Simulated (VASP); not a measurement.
Wanted: the native input for a VASP 6.6.1 run.

| Quantity | Value |
| --- | --- |
| Task | relaxation of the atoms |
| Functional | r2SCAN |
| Potentials or basis | VASP PAW PBE potentials, release 64 (Pd) |
| Cutoff | 520 eV |
| k mesh | 12 × 12 × 12 |
| Occupations | methfessel-paxton, width 0.2 eV |
| Spin | collinear spin, ferromagnetic start |
| Starting moments | [0.5] μB |
| Hubbard terms | Pd d U = 4 eV |
| Further INCAR settings | ALGO = Normal; EDIFF = 1e-07; IBRION = 2; EDIFFG = -0.01; NSW = 60 |

The structure of Pd lies in POSCAR:

```
Pd
1.0
    0.0000000000      2.0968035621      2.0968035621
    2.0968035621      0.0000000000      2.0968035621
    2.0968035621      2.0968035621      0.0000000000
Pd
1
Direct
    0.0000000000      0.0000000000      0.0000000000
```

The cell isn't the ideal one: volume scaled by 1.25.

One way to write it, as run:

INCAR

```
SYSTEM = Pd
PREC = Accurate
ENCUT = 520
EDIFF = 1E-7
ISMEAR = 1
SIGMA = 0.2
LREAL = .FALSE.
LASPH = .TRUE.
NELM = 100
ALGO = Normal
ISIF = 2
LWAVE = .FALSE.
LCHARG = .FALSE.
ISPIN = 2
MAGMOM = 0.5
LORBIT = 11
LMAXMIX = 4
LDAU = .TRUE.
LDAUTYPE = 2
LDAUL = 2
LDAUU = 4
LDAUJ = 0
LDAUPRINT = 1
METAGGA = R2SCAN
LMIXTAU = .TRUE.
IBRION = 2
NSW = 60
EDIFFG = -0.01
```

KPOINTS

```
regular mesh
0
G
  12 12 12
  0 0 0
```

Potentials or basis: VASP PAW PBE potentials, release 64 (Pd).

The run is started by

```bash
$ cat potpaw_PBE.64/Pd/POTCAR > POTCAR
$ mpirun -np 1 vasp_std > vasp.out
```

It gave:

The pressure after relaxing is -21.9 GPa. The band gap on the k mesh is none (metal or under the smearing width), the net moment is 0.40 μB per cell and the site moments are Pd +0.46 μB. The valence electrons inside the program's atomic spheres are Pd 9.39.

Caveat: the relaxation stopped at its first step, so nothing moved; the PAW data sets were made with another functional, which shifts forces and pressure a little; the U is typed as a test and isn't derived for this compound.

Wall time 110 s on 1 thread of Intel(R) Xeon(R) Platinum 8375C CPU @ 2.90GHz (Ice Lake) (shared host), peak memory 0.17 GiB.
